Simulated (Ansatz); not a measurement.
Crystal: CdGeAs2.

```
CELL_PARAMETERS angstrom
-2.98887 2.98887 5.66430
2.98887 -2.98887 5.66430
2.98887 2.98887 -5.66430
ATOMIC_POSITIONS crystal
Cd 0.50000 0.50000 0.00000
Cd 0.25000 0.75000 0.50000
As 0.09622 0.12500 0.47122
As 0.37500 0.90378 0.02878
As 0.65378 0.62500 0.52878
As 0.87500 0.34622 0.97122
Ge 0.75000 0.25000 0.50000
Ge 0.00000 0.00000 0.00000
```

The cell is a database's computed one.

Base run:

- Program: Ansatz 0.2.0
- Functional: PBE0
- Potentials or basis: Ansatz PAW
- Cutoff: 420 eV
- Density cutoff: 1680 eV
- k mesh: 4 × 4 × 4
- Occupations: fermi-dirac, width 0.05 eV
- Spin: no spin polarisation

Its results: band gap on the k mesh 0.99 eV, direct; largest force 0.037 eV/Å.

Q: The run is repeated on the same cell with these changes: functional from PBE0 to PBEsol; k mesh from 4 × 4 × 4 to 6 × 6 × 6. What comes out?

A: Band gap on the k mesh 0.19 eV, indirect (least direct gap 0.22 eV); largest force 0.178 eV/Å.

Several settings changed at once, so the effect can't be laid on one alone.

Caveats: the PAW data sets come from PBE, with cores solved anew for the run's functional, which leaves a small shift of forces and pressure; the k mesh misses the band edges, so the gap on the mesh is wider than the one along the path (some runs).

Not every run made on this cell is shown here.
